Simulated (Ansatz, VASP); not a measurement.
SiC in VASP and in Ansatz

File INCAR:

```
SYSTEM = SiC
ALGO = Normal
EDIFF = 1E-7
ENCUT = 520
GGA = PE
ISIF = 2
ISMEAR = -1
LASPH = .True.
LCHARG = .False.
LREAL = .False.
LWAVE = .False.
NBANDS = 11
NELM = 60
PREC = Accurate
SIGMA = 0.02
```

KPOINTS

```
k-points
0
Gamma
  10 10 10
  0 0 0
```

Contents of POSCAR:

```
SiC
1.0
   -0.1007967016      2.2075031792      2.2075031792
    2.2075031792     -0.1007967016      2.2075031792
    2.2075031792      2.2075031792     -0.1007967016
Si C
1 1
Direct
   -0.0013882869     -0.0013882869     -0.0013882869
    0.2513882869      0.2513882869      0.2513882869
```

Input for Ansatz:

```yaml
crystal:
  lattice:
    - [-0.1007967016, 2.2075031792, 2.2075031792]
    - [2.2075031792, -0.1007967016, 2.2075031792]
    - [2.2075031792, 2.2075031792, -0.1007967016]
  atoms:
    - { symbol: Si, position: [-0.0013882869, -0.0013882869, -0.0013882869] }
    - { symbol: C, position: [0.2513882869, 0.2513882869, 0.2513882869] }
kpoints:
  mp_grid: { grid: [10, 10, 10] }
  band_path:
    path:
      - [0.0, 0.0, 0.0]
      - [-0.5, -0.5, 0.0]
      - [-0.375, -0.375, 0.25]
      - [-0.375, 0.0, 0.375]
      - [0.0, 0.0, 0.5]
      - [-0.5, -0.25, 0.25]
      - [0.0, 0.5, 0.5]
    npoints: 1
hamiltonian:
  xc: pbe
scf:
  occupations: { method: fermi_dirac, width: 0.02 }
  n_extra_bands: 4
output:
  forces: true
  stress: true
  eigenvalues: true
```

Change from the starting cell: epitaxial_111 strain +6.0%.

Alike in both runs: task single point; functional PBE; k mesh 10 × 10 × 10; occupations fermi-dirac, width 0.02 eV; no spin polarisation.

|  | VASP | Ansatz |
| --- | --- | --- |
| version | VASP 6.6.1 | Ansatz 0.2.0 |
| potentials or method | VASP PAW PBE potentials, release 64 (Si, C) | plane waves, PAW |
| plane-wave cutoff (eV) | 520 | 420 |
| valence electrons in the cell | 8 | 8 |

|  | VASP | Ansatz | Ansatz less VASP |
| --- | --- | --- | --- |
| gap on the k mesh at the Fermi level (eV) | 1.09 | 1.09 | +0.004 |
| pressure (GPa) | -15.3 | -15.3 | +0.01 |
| largest component of the traceless stress (GPa) | 9.08 | 9.05 | -0.038 |
| rms of the force components (eV/Å) | 0.042 | 0.042 | -0.0003 |

Atom by atom the forces differ by 0.000 eV/Å (rms over components).

Caveats: so large a pressure means that the cell lies far from this level's equilibrium, or that cutoff or potentials fall short (VASP). A k mesh can miss the band edges.
